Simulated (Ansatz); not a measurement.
**PbS in Ansatz: the effect of functional**

Crystal: PbS.

```xyz
2
Lattice="2.1127 1.2197 3.4519 -2.1127 1.2197 3.4519 0.0000 -2.4395 3.4519" Properties=species:S:1:pos:R:3 pbc="T T T"
Pb    0.0000    0.0000   10.1545
S     0.0000    0.0000    4.9193
```

The cell is a database's computed one.

Alike in all runs:

| Property | Result |
| --- | --- |
| Program | Ansatz 0.2.0 |
| Task | single point |
| Potentials or basis | all-electron PAW datasets made for the crystal |
| k mesh | 6 × 6 × 6 |
| Occupations | fermi-dirac, width 0.05 eV |
| Spin | no spin polarisation |

```tsv
functional	cutoff	gap on the mesh (eV)	pressure (GPa)
PBE	260 eV (chosen from the basis error)	0.45	0.9
HSE06	290 eV (chosen from the basis error)	?	?
PBE0	290 eV (chosen from the basis error)	1.47	-0.1
```

What does the run with functional HSE06 give?

gap on the mesh 0.89 eV; pressure -0.2 GPa.

Caveats: spin-orbit coupling is left out, which as a rule narrows the gap of such compounds by several tenths of an eV.

A k mesh can miss the band edges.
